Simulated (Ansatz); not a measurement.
# NaF: from supercell energies to defect levels (F vacancy)

Computed with Ansatz 0.2.0, DFT PBE, scalar-relativistic, plane waves, PAW. Run with 420 eV cutoff, 2×2×2 k-mesh, shifted by half a step, Gaussian smearing of 0.01 eV, collinear spin in charge 0 alone.

Host crystal, relaxed:

```yaml
crystal:
  lattice:
    - [0.00000, 2.34999, 2.34999]
    - [2.34999, 0.00000, 2.34999]
    - [2.34999, 2.34999, 0.00000]
  atoms:
    - { symbol: Na, position: [0.00000, 0.00000, 0.00000] }
    - { symbol: F, position: [0.50000, 0.50000, 0.50000] }
```

The F vacancy was set at (0.500, 0.500, 0.500) of the host cell, in a supercell of 32 sites (415 Å³), relaxed at fixed cell in each charge q. The host's Kohn–Sham gap is 6.09 eV and its static dielectric constant 5.6 (mean). For each charge: the supercell's free energy over the neutral one with q electrons exchanged at the valence band top, F(q) − F(0) + qE_v; the image-charge term; and the term that aligns the potential far from the defect with the host's.

```tsv
q	F(q) − F(0) + qE_v (eV)	image charge (eV)	alignment (eV)
+1	-5.111	0.496	-0.196
0	0.000	0.000	0.000
```

Q: Add the terms and find the levels between neighbouring charges, ε(q/q′) = [A(q′) − A(q)]/(q − q′), with and without the two corrections.

A: A(q): -4.812 eV for +1, 0.000 eV for 0.
```json
{"level": "(+1/0)", "corrected (eV over E_v)": "4.81", "uncorrected (eV)": "5.11"}
```

As a check, a point charge in a simple cubic cell of this volume has q²αe²/(2εL) = 0.487 q² eV (e² = 14.40 eV Å, α = 2.837, L = 7.46 Å); the shape of the real cell can change it somewhat. The term grows as q², so it pushes donor levels down and acceptor levels up. The program doubts the alignment for q = +1, so levels beside it are uncertain by about that term.

Q: Which of these charges is lowest with the Fermi level at the valence band top, at mid-gap and at the conduction band bottom?

A: The line A(q) + qE_F that lies lowest gives the charge: +1 at E_F = 0.00 eV, +1 at E_F = 3.05 eV, 0 at E_F = 6.09 eV. Charges beyond those computed could lie lower near the band edges.

Q: The neutral defect forms at 6.37 eV with atoms taken from and returned to the elements. What are the formation energies at those three Fermi levels, and what share of sites would hold the defect at 1200 K with E_F at mid-gap, if the host still stood at that temperature?

A: E_f = E_f(0) + A(q) + qE_F = 1.56, 4.60, 6.37 eV. In the dilute limit the share is exp(−E_f/k_BT) = exp(−4.603/0.1034) = 4.7×10⁻²⁰, leaving out degeneracy and vibrational entropy. This is the F-rich limit; a poorer supply of F lowers E_f, in a binary host by up to its heat of formation per F atom. The small cell and the narrow Kohn–Sham gap leave errors of tenths of an eV or more, which change the share by orders of magnitude.